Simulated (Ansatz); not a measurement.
# ZnAu: pressure against volume scale

Periodic Kohn-Sham DFT of a crystal at fixed atoms, scaled to volume_scale times the given cell; pressure positive in compression, energy less spherical unpolarised free atoms, largest_vzz the field gradient of largest size among the nuclei. The results are calculated, by Ansatz 0.2.0.

The cell before it is scaled or strained (space group Pm-3m, No. 221):
```
ZnAu
1.0
      3.1470     0.0000     0.0000
      0.0000     3.1470     0.0000
      0.0000     0.0000     3.1470
Zn Au
1 1
Direct
  0.50000 0.50000 0.50000
  0.00000 0.00000 0.00000
```

Settings of every row: method frozen-core PAW; functional PBE; relativity scalar; k mesh 12x12x12; filling fermi-dirac; smearing width 0.05 eV; wave cutoff 420 eV; paw set soft_2.

Atom start moment: 0 on all atoms.

Limits: no spin-orbit coupling on heavy atoms.

```csv
row,volume scale,V (Å³/atom),pressure (GPa)
1,0.95,14.804,13.258
2,0.975,15.194,8.73
3,1,15.583,4.857
4,1.025,15.973,1.546
5,1.05,16.362,?
```

Question: what pressure should row 5 give?

Worked fit of pressure. Take u = (V_r/V)^(2/3) − 1 with V_r = 15.389 Å³ an atom, which is twice the finite (Eulerian) strain; such expansions in the strain, on which the Birch-Murnaghan equation of state is built, carry the rest volume and the bulk modulus. The shown rows have u = 0.02617, 0.00854, -0.00832, -0.02453. Least squares give pressure = 6.7129 + 229.711 × u + 778.49 × u² GPa; a straight line predicts inner rows, each left out in turn, worse (root mean square 0.32 against 0.0031 GPa). The rows lie off it by 0.000, -0.001, 0.001, -0.001. The withheld row has u = -0.04005, so the fit gives 6.7129 + 229.711 × (-0.04005) + 778.49 × (-0.04005)² = -1.238 GPa.

The calculation gave -1.276 GPa. The fit lies 0.038 GPa (3 % of the value, 0.26 % of the column's range) above it; its largest miss of a shown row is 0.001 GPa. This row lies beyond the range of the fit.
